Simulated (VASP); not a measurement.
Here is a VASP 6.6.1 calculation.

Contents of INCAR:

```
ALGO     = Normal         # electronic algorithm
CSHIFT   = 0.1          
EDIFF    = 1E-6           # SCF threshold, eV
ENCUT    = 520            # plane-wave cutoff, eV
GGA      = PE             # functional
ISIF     = 2              # what is computed and relaxed
ISMEAR   = 0              # smearing method
LASPH    = True           # aspherical terms in the spheres
LCHARG   = False          # write CHGCAR
LOPTICS  = True           # frequency-dependent dielectric function
LREAL    = False          # projectors in reciprocal space
LWAVE    = False          # write WAVECAR
NBANDS   = 44             # bands
NEDOS    = 1000           # points of the DOS
NELM     = 100            # most SCF steps
PREC     = Accurate       # precision mode
SIGMA    = 0.02           # smearing width, eV
```

The input KPOINTS:

```
k-points
0
Gamma
  8 8 4
```

Contents of POSCAR:

```
TiTe2
1.0
    3.7770000000      0.0000000000      0.0000000000
   -1.8885000000      3.2709779501      0.0000000000
    0.0000000000      0.0000000000      6.4980000000
Te Ti
2 1
Direct
    0.3333333333      0.6666666667      0.7372000000
    0.6666666667      0.3333333333      0.2628000000
    0.0000000000      0.0000000000      0.0000000000
```

Potentials or basis: VASP PAW PBE potentials, release 64 (Te, Ti_sv).

Command:

```sh
$ cat potpaw_PBE.64/Te/POTCAR potpaw_PBE.64/Ti_sv/POTCAR > POTCAR
$ mpirun -np 1 vasp_std > vasp.out
```

Task: What does it give for the band gap on the k mesh?

Result: None (metal or under the smearing width).

Task: Estimate the pressure.

Result: 0.9 GPa.

Task: Estimate the largest force.

Result: 0.019 eV/Å.

Stress tensor (GPa, compression positive):
```
0.72 0.00 0.00
0.00 0.72 0.00
0.00 0.00 1.29
```

Caveat: spectra need much finer meshes, so this one isn't converged; independent-particle spectra lack excitons; the intraband (Drude) part of a metal's response may be missing; this functional lacks dispersion, which binds the layers, so the pressure and a relaxed spacing across them are unreliable. The run has no spin-orbit coupling, so splittings on Te are missing.
